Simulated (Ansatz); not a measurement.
# MoS2: the cost of one run

All numbers below are computed with Ansatz 0.2.0 (DFT PBE, plane waves, PAW, scalar-relativistic, no spin polarisation).

### Step 1. The structure to begin with

The cell holds 24 atoms (Mo8S16): a = 6.383 Å, b = 5.528 Å, c = 12.735 Å, α = 90.00°, β = 90.00°, γ = 90.00°.

Its coordinates follow in the input file.

### Step 2. Run 1

180 steps of 2 fs under a Langevin thermostat at 2000 K.

input.yaml reads:

```yaml
accuracy: low
crystal:
  lattice:
    - [-3.191485, -5.527813, 0.0]
    - [4.787227, -2.763907, 0.0]
    - [0.0, 0.0, 12.735446]
  atoms:
    - { symbol: Mo, position: [0.5, 0.3333333, 0.25] }
    - { symbol: Mo, position: [0.5, 0.6666667, 0.75] }
    - { symbol: S, position: [0.5, 0.3333333, 0.625] }
    - { symbol: S, position: [0.5, 0.6666667, 0.125] }
    - { symbol: S, position: [0.5, 0.3333333, 0.875] }
    - { symbol: S, position: [0.5, 0.6666667, 0.375] }
    - { symbol: Mo, position: [0.25, 0.8333333, 0.25] }
    - { symbol: Mo, position: [0.25, 0.1666667, 0.75] }
    - { symbol: S, position: [0.25, 0.8333333, 0.625] }
    - { symbol: S, position: [0.25, 0.1666667, 0.125] }
    - { symbol: S, position: [0.25, 0.8333333, 0.875] }
    - { symbol: S, position: [0.25, 0.1666667, 0.375] }
    - { symbol: Mo, position: [0.0, 0.3333333, 0.25] }
    - { symbol: Mo, position: [0.0, 0.6666667, 0.75] }
    - { symbol: S, position: [0.0, 0.3333333, 0.625] }
    - { symbol: S, position: [0.0, 0.6666667, 0.125] }
    - { symbol: S, position: [0.0, 0.3333333, 0.875] }
    - { symbol: S, position: [0.0, 0.6666667, 0.375] }
    - { symbol: Mo, position: [0.75, 0.8333333, 0.25] }
    - { symbol: Mo, position: [0.75, 0.1666667, 0.75] }
    - { symbol: S, position: [0.75, 0.8333333, 0.625] }
    - { symbol: S, position: [0.75, 0.1666667, 0.125] }
    - { symbol: S, position: [0.75, 0.8333333, 0.875] }
    - { symbol: S, position: [0.75, 0.1666667, 0.375] }
basis:
  ecutwfc: 420.0
kpoints:
  mp_grid: { grid: [2, 2, 1] }
hamiltonian:
  xc: pbe
  pseudopotentials: { kind: paw, azcp: { folder: soft_1 } }
scf:
  occupations: { method: fermi_dirac, width: 0.17 }
  lower_state_search: "off"
md:
  timestep: 2
  n_steps: 180
  ensemble: nvt_langevin
  temperature: 2000.0
  initial_velocities: maxwell_boltzmann
  seed: 639745
  friction: 0.02
```

Launch:

```bash
ansatz run input.yaml --threads 2 --pin off --max-ram 5120MiB --backend cpu --events-out ev --progress --plain --runs-dir out
```

Q: Estimate wall time and peak memory on 2 threads of Arm Neoverse V1, shared host.

About 28 min, with a peak of 1.1 GiB.
